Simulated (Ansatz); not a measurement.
# Nb (Fm-3m) in Ansatz: a series of runs

Runs on Nb. Level: PBEsol. Tasks: single point, equation of state.

Everything below comes from runs of Ansatz 0.2.0. Logs are shortened: lines on timing, memory, paths and dates and some standing lists are left out, and cuts for length are marked.

### 1 Starting point

It takes space group Fm-3m (No. 225, cubic). Conventional cell: a = 4.230 Å, b = 4.230 Å, c = 4.230 Å, α = 90.00°, β = 90.00°, γ = 90.00°. Around Nb (site symmetry m-3m) lie 12 Nb at 2.99 Å.

This isn't the form of Nb at room conditions, which is bcc.

### 2 Single point, PBEsol, 17.79 Å³/atom (volume scaled by 0.94)

Input file input.yaml:

```yaml
crystal:
  lattice:
    - [0.0, 2.0718246199, 2.0718246199]
    - [2.0718246199, 0.0, 2.0718246199]
    - [2.0718246199, 2.0718246199, 0.0]
  atoms:
    - { symbol: Nb, position: [0.0, 0.0, 0.0] }
hamiltonian:
  xc: pbesol
  pseudopotentials: { kind: paw }
kpoints:
  mp_grid: { grid: [11, 11, 11] }
scf:
  occupations: { method: fermi_dirac, width: 0.05 }
output:
  forces: true
  stress: true
  eigenvalues: true
```

Potentials or basis: Ansatz PAW.

Run with:

```bash
ansatz run input.yaml --threads 2 --pin off --max-ram 5632MiB --backend cpu --events-out ev --progress --plain --runs-dir out
```

The log of the run:

```text
Warning: RAYON_NUM_THREADS=2 ignored (pool sized by the plan → 2); use --threads N
Engine: ansatz 0.2.0, aarch64-unknown-linux-gnu
Pseudopotentials: kind: paw
Pseudopotential: Nb, paw, valence charge 13, recommended cutoff 420 eV (normal), Nb.paw.azcp
Functional definition: PBEsol
  exchange = pbesol_x
  correlation = pbesol_c
Crystal: 1 atoms, lattice volume = 17.786 Å³
Basis set: ecut = 420 eV, 331 PW (Γ), exchange–correlation on 40×40×40 points (8 copies of the dense FFT grid, shifted against one another)
Bands: 11, of which v1, the nominal top of the filled ones, is band 7 counted from 1 (6 counted from 0)
Symmetry: 48 space group operations
Space group: Fm-3m (ITA 225), of the structure as read, at distance tolerance 2.6e-5 Å
k-points: 56 of 1331
Non-local potential: Nb, projectors of the file, l = 0: 3, l = 1: 2, l = 2: 2, l = 3: 1
PAW form: soft (Blöchl's): semilocal exchange-correlation on the pseudo side does not see the compensation charge
PAW frozen core: Nb, regenerated for the run's functional, and the local potential with it (the file was generated under x = pbe(κ = 0.804, μ = 0.2195149727645171), c = pbe(β = 0.06672455060314922))
PAW one-centre angular grid: Nb, 590 points (default); XC on 64 Gauss nodes
Initial density: superposition of atomic densities (neutral atoms: chi_scale 0, normalization atom), corrected by the library's trained network
Initial wavefunctions: pseudopotential atomic-orbital guess
Functional: x = pbesol(κ = 0.804, μ = 0.12345679012345678), c = pbesol(β = 0.046)
SCF iter   1: F=—  HF=-4495.112202 eV  |F-HF|=—  |Δ(HF+E_count)|=         —  Δρ=4.61e-3  dr2=1.48e-3  ethr=1.77e-3  ⟨swp⟩=5.0  Hψ=3609  notcnv=0
preconditioner: auto → none  [metal: Δε(μ)=0.065 eV  Ē_g=7.530 eV  σ=0.050 eV  W_gap=0.30  n_scr=0 (ndim 8)  ℏωp=19.7 eV  f_vac=0.000  D(μ)=1.37/eV (n_scr^D=14)]
SCF iter   2: F=—  HF=-4495.112001 eV  |F-HF|=—  |Δ(HF+E_count)|=   2.02e-4  Δρ=2.19e-3  dr2=2.14e-4  ethr=1.14e-5  ⟨swp⟩=2.3  Hψ=1288  notcnv=0
SCF iter   3: F=—  HF=-4495.112012 eV  |F-HF|=—  |Δ(HF+E_count)|=   1.13e-5  Δρ=5.57e-4  dr2=1.58e-5  ethr=1.64e-6  ⟨swp⟩=1.0  Hψ=611  notcnv=0
SCF iter   4: F=—  HF=-4495.112013 eV  |F-HF|=—  |Δ(HF+E_count)|=   1.34e-6  Δρ=4.66e-5  dr2=1.50e-7  ethr=1.22e-7  ⟨swp⟩=2.0  Hψ=867  notcnv=0
iter 5 did not close the SCF: its close was put off for the readings that it lacked (scf_convergence_deferred on its scf_iter line)
SCF iter   5: F=-4495.112013 eV  HF=-4495.112013 eV  |F-HF|=1.44e-9  |Δ(HF+E_count)|=   2.95e-9  Δρ=5.86e-6  dr2=2.43e-9  ethr=1.16e-9  ⟨swp⟩=2.4  Hψ=978  notcnv=0
SCF iter   6: F=-4495.112013 eV  HF=-4495.112013 eV  |F-HF|=4.82e-11  |Δ(HF+E_count)|=  7.99e-10  Δρ=1.13e-6  dr2=8.09e-11  ethr=1.87e-11  ⟨swp⟩=1.3  Hψ=1899  notcnv=0
SCF 1 converged in 6 iterations: F = -4495.112013 eV  dr2 = 8.09e-11
SCF converged after 6 iterations
Free energy (F): -4495.112013 eV
Harris-Foulkes:  -4495.112013 eV  (|F-HF|=4.82e-11)
Internal energy: -4495.100642 eV  (E = F + TS)
E sigma→0 (E₀):  -4495.106327 eV
Entropy (-TS):   -0.011372 eV (-11.372 meV/atom)
Fermi energy:    18.290667 eV
--- Per-component energies (eV) ---
  E_band       = -64.778429
  E_kinetic    = 395.897317
  E_local      = -687.454485  (includes V_loc(G=0)·N_el)
  E_nonlocal   = 121.684399
  E_hartree    = 213.469829
  E_xc         = -174.715481
  E_vxc        = -212.806702  (∫ρ·V_xc dr)
  E_paw        = -3017.840082  (= ΣΔE_a)
  E_vpaw       = -109.038470  (= ΣTr[D̂ρ^β])
  E_aug_tail   = 0.000007  (compensation charges beyond the density's cutoff)
  E_ewald      = -1346.330855
  E_core_change = 0.188709  (= ΣΔE_core)
  E_smearing   = -0.011372  (= −TS)
  E_closure    = 0.000000  (closes the sum)
  Σ components = -4495.112013   (vs F -4495.112013, Δ=0.00e0)
--- Forces (eV/Å), atoms counted from 1 ---
  atom   1  Nb    -0.00000000     0.00000000    -0.00000000
  max |Σ_I F_I| component: 1.85e-32 eV/Å
--- Stress (GPa, compression-positive) ---
        2.988488      -0.000000       0.000000
        0.000000       2.988488      -0.000000
        0.000000      -0.000000       2.988488
  P = ⅓ Tr σ = 2.9885 GPa (29.885 kbar)
--- Band table (eV; the first three rows and the last of 56) ---
  k-point 0: bands = ["-36.3219", "-11.6367", "-11.6367", "-11.6367", "11.9403", "18.3436", "18.3436", "18.3436", "21.1409", "21.1409", "30.0907"]
  k-point 1: bands = ["-36.3029", "-11.7581", "-11.6515", "-11.6515", "12.2636", "18.0971", "18.4897", "18.4897", "21.0100", "21.0100", "30.7338"]
  k-point 2: bands = ["-36.2516", "-12.0758", "-11.6910", "-11.6910", "13.1021", "17.6390", "18.7464", "18.7464", "20.8984", "20.8984", "31.5710"]
  k-point 55: bands = ["-35.9994", "-12.6101", "-12.5342", "-12.1337", "15.4418", "16.6767", "17.5319", "20.3388", "23.6538", "28.2166", "28.8920"]
```

Wall time 0.76 s (2 threads of Arm Neoverse N1, shared host); peak memory 0.26 GiB.

What came out:

| Quantity | Value |
| --- | --- |
| Free energy | -4495.1120 eV |
| Pressure | 3.0 GPa |
| Band gap on the k mesh | none (metal or under the smearing width) |

Caveat: the PAW data sets come from PBE, with cores solved anew for the run's functional, which leaves a small shift of forces and pressure.

### 3 Single point, PBEsol, 18.16 Å³/atom (volume scaled by 0.96)

Edit input.yaml of step 2 so:

```diff
@@ -2,5 +2,5 @@
   lattice:
-    - [0.0, 2.0718246199, 2.0718246199]
-    - [2.0718246199, 0.0, 2.0718246199]
-    - [2.0718246199, 2.0718246199, 0.0]
+    - [0.0, 2.0864154149, 2.0864154149]
+    - [2.0864154149, 0.0, 2.0864154149]
+    - [2.0864154149, 2.0864154149, 0.0]
   atoms:
```

Potentials or basis: Ansatz PAW.

Run with:

```bash
ansatz run input.yaml --threads 2 --pin off --max-ram 5632MiB --backend cpu --events-out ev --progress --plain --runs-dir out
```

Wall time 0.86 s (2 threads of Arm Neoverse N1, shared host); peak memory 0.26 GiB.

The run converged. Its results:

```
Free energy            : -4495.1145 eV
Pressure               : -0.8 GPa
Band gap on the k mesh : none (metal or under the smearing width)
```

Caveat: the PAW data sets come from PBE, with cores solved anew for the run's functional, which leaves a small shift of forces and pressure.

### 4 Single point, PBEsol, 18.54 Å³/atom (volume scaled by 0.98)

Input file input.yaml:

```yaml
crystal:
  lattice:
    - [0.0, 2.1008049414, 2.1008049414]
    - [2.1008049414, 0.0, 2.1008049414]
    - [2.1008049414, 2.1008049414, 0.0]
  atoms:
    - { symbol: Nb, position: [0.0, 0.0, 0.0] }
hamiltonian:
  xc: pbesol
  pseudopotentials: { kind: paw }
kpoints:
  mp_grid: { grid: [11, 11, 11] }
scf:
  occupations: { method: fermi_dirac, width: 0.05 }
output:
  forces: true
  stress: true
  eigenvalues: true
  write_density: true
  write_potential: true
  elf: true
  volumetric_format: npy
```

Run with:

```bash
ansatz run input.yaml --threads 2 --pin off --max-ram 5632MiB --backend cpu --events-out ev --progress --plain --runs-dir out
```

It took 1.1 s on 2 threads of Arm Neoverse N1, shared host; peak memory 0.26 GiB.

The run converged. Its results:

| Item | Value |
| --- | --- |
| Free energy | -4495.1084 eV |
| Pressure | -4.3 GPa |
| Band gap on the k mesh | none (metal or under the smearing width) |

Caveat: the PAW data sets come from PBE, with cores solved anew for the run's functional, which leaves a small shift of forces and pressure.

### 5 Single point, PBEsol, 18.92 Å³/atom

Input file input.yaml:

```yaml
crystal:
  lattice:
    - [0.0, 2.115, 2.115]
    - [2.115, 0.0, 2.115]
    - [2.115, 2.115, 0.0]
  atoms:
    - { symbol: Nb, position: [0.0, 0.0, 0.0] }
hamiltonian:
  xc: pbesol
  pseudopotentials: { kind: paw }
kpoints:
  mp_grid: { grid: [11, 11, 11] }
scf:
  occupations: { method: fermi_dirac, width: 0.05 }
output:
  forces: true
  stress: true
  eigenvalues: true
```

Run with:

```bash
ansatz run input.yaml --threads 2 --pin off --max-ram 5632MiB --backend cpu --events-out ev --progress --plain --runs-dir out
```

It took 0.87 s on 2 threads of Arm Neoverse N1, shared host; peak memory 0.26 GiB.

The run converged. Its results:

```
Free energy            : -4495.0946 eV
Pressure               : -7.4 GPa
Band gap on the k mesh : none (metal or under the smearing width)
```

Caveat: the PAW data sets come from PBE, with cores solved anew for the run's functional, which leaves a small shift of forces and pressure.

### 6 Single point, PBEsol, 19.30 Å³/atom (volume scaled by 1.02)

Edit input.yaml of step 5 so:

```diff
@@ -2,5 +2,5 @@
   lattice:
-    - [0.0, 2.115, 2.115]
-    - [2.115, 0.0, 2.115]
-    - [2.115, 2.115, 0.0]
+    - [0.0, 2.1290070307, 2.1290070307]
+    - [2.1290070307, 0.0, 2.1290070307]
+    - [2.1290070307, 2.1290070307, 0.0]
   atoms:
```

Potentials or basis: Ansatz PAW.

Run with:

```bash
ansatz run input.yaml --threads 2 --pin off --max-ram 5632MiB --backend cpu --events-out ev --progress --plain --runs-dir out
```

Run time: 0.89 s. Hardware: 2 threads of Arm Neoverse N1, shared host; peak memory 0.26 GiB.

The run converged. Its results:

* Free energy: -4495.0738 eV
* Pressure: -10.2 GPa
* Band gap on the k mesh: none (metal or under the smearing width)

Caveat: the PAW data sets come from PBE, with cores solved anew for the run's functional, which leaves a small shift of forces and pressure.

### 7 Single point, PBEsol, 19.68 Å³/atom (volume scaled by 1.04)

Edit input.yaml of step 6 so:

```diff
@@ -2,5 +2,5 @@
   lattice:
-    - [0.0, 2.1290070307, 2.1290070307]
-    - [2.1290070307, 0.0, 2.1290070307]
-    - [2.1290070307, 2.1290070307, 0.0]
+    - [0.0, 2.1428321391, 2.1428321391]
+    - [2.1428321391, 0.0, 2.1428321391]
+    - [2.1428321391, 2.1428321391, 0.0]
   atoms:
```

Run with:

```bash
ansatz run input.yaml --threads 2 --pin off --max-ram 5632MiB --backend cpu --events-out ev --progress --plain --runs-dir out
```

Run time: 0.93 s. Hardware: 2 threads of Arm Neoverse N1, shared host; peak memory 0.26 GiB.

The run converged. Its results:

- Free energy: -4495.0468 eV
- Pressure: -12.7 GPa
- Band gap on the k mesh: none (metal or under the smearing width)

Caveat: the PAW data sets come from PBE, with cores solved anew for the run's functional, which leaves a small shift of forces and pressure.

### 8 Single point, PBEsol, 20.06 Å³/atom (volume scaled by 1.06)

Edit input.yaml of step 7 so:

```diff
@@ -2,5 +2,5 @@
   lattice:
-    - [0.0, 2.1428321391, 2.1428321391]
-    - [2.1428321391, 0.0, 2.1428321391]
-    - [2.1428321391, 2.1428321391, 0.0]
+    - [0.0, 2.1564811194, 2.1564811194]
+    - [2.1564811194, 0.0, 2.1564811194]
+    - [2.1564811194, 2.1564811194, 0.0]
   atoms:
```

Run with:

```bash
ansatz run input.yaml --threads 2 --pin off --max-ram 5632MiB --backend cpu --events-out ev --progress --plain --runs-dir out
```

Wall time 0.94 s (2 threads of Arm Neoverse N1, shared host); peak memory 0.26 GiB.

Results (log left out):

```yaml
Free_energy: -4495.0141 eV
Pressure: -15.0 GPa
Band_gap_on_the_k_mesh: none (metal or under the smearing width)
```

Caveat: the PAW data sets come from PBE, with cores solved anew for the run's functional, which leaves a small shift of forces and pressure.

### 9 Equation of state, PBEsol

Potentials or basis: Ansatz PAW.

No new run: the results of the series are fitted here.

Results:

| Item | Value |
| --- | --- |
| Equilibrium volume | 18.08 Å³/atom |
| Bulk modulus | 178 GPa |
| Pressure derivative of the bulk modulus | 4.0 |

Energy against volume, from the lowest point:
```csv
volume (Å³/atom),energy (meV/atom)
17.786,2.49
18.165,0.00
18.543,6.07
18.922,19.89
19.300,40.68
19.679,67.74
20.057,100.45
```
